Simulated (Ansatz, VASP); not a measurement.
One calculation of Cs3I2, two programs

Contents of INCAR:

```
SYSTEM = Cs3I2
PREC = Accurate ; ENCUT = 520
EDIFF = 1E-7 ; ISMEAR = 0
SIGMA = 0.05 ; LREAL = .False.
LASPH = .True. ; NELM = 100
ALGO = Fast ; ISIF = 2
LWAVE = .False. ; LCHARG = .False.
LDIPOL = .True. ; IDIPOL = 3
DIPOL = 0.5 0.5 0.500 ; GGA = PS
NBANDS = 28
```

The input KPOINTS:

```
Automatic mesh
0
Gamma
  6 6 1
  0 0 0
```

Contents of POSCAR:

```
Cs3I2
1.0
    4.5033236737      0.0000000000      0.0000000000
    0.0000000000      4.5033236737      0.0000000000
    0.0000000000      0.0000000000     24.0066473473
Cs I
3 2
Direct
    0.0000000000      0.0000000000      0.3124134700
    0.0000000000      0.0000000000      0.5000000000
    0.0000000000      0.0000000000      0.6875865300
    0.5000000000      0.5000000000      0.4062067350
    0.5000000000      0.5000000000      0.5937932650
```

Input for Ansatz:

```yaml
crystal:
  lattice:
    - [4.5033236737, 0.0, 0.0]
    - [0.0, 4.5033236737, 0.0]
    - [0.0, 0.0, 24.0066473473]
  atoms:
    - { symbol: Cs, position: [0.0, 0.0, 0.31241347] }
    - { symbol: I, position: [0.5, 0.5, 0.406206735] }
    - { symbol: Cs, position: [0.0, 0.0, 0.5] }
    - { symbol: I, position: [0.5, 0.5, 0.593793265] }
    - { symbol: Cs, position: [0.0, 0.0, 0.68758653] }
basis:
  ecutwfc: 420
kpoints:
  mp_grid: { grid: [6, 6, 1] }
hamiltonian:
  xc: pbesol
scf:
  occupations: { method: gaussian, width: 0.05 }
output:
  forces: true
  stress: true
  eigenvalues: true
efield:
  axis: 3
  dipole_correction: true
```

Alike in both runs: task single point; functional PBEsol; k mesh 6 × 6 × 1; occupations gaussian, width 0.05 eV; no spin polarisation.

|  | VASP | Ansatz |
| --- | --- | --- |
| version | VASP 6.6.1 | Ansatz 0.2.0 |
| potentials or method | VASP PAW PBE potentials, release 64 (Cs_sv, I) | scalar-relativistic, plane waves, PAW |
| plane-wave cutoff (eV) | 520 | 420 |
| valence electrons in the cell | 41 | 61 |

```csv
,VASP,Ansatz,Ansatz less VASP
gap on the k mesh at the Fermi level (eV),none,none,-
rms of the force components (eV/Å),0.024,0.021,-0.0025
"work function, face that differs most (eV)",2.10,2.55,+0.449
```

A gap of «none» marks a metal or a gap that the smearing closes. The two sets of potentials don't hold the same shells in valence. Ansatz warned: «vacuum_density_over_bound».

Caveats: the PAW data sets were made with another functional, which shifts forces and pressure a little (VASP); an odd number of electrons without spin polarisation forces a metal; a magnetic or distorted state may lie lower. The runs have no spin-orbit coupling, so splittings on Cs, I are missing.
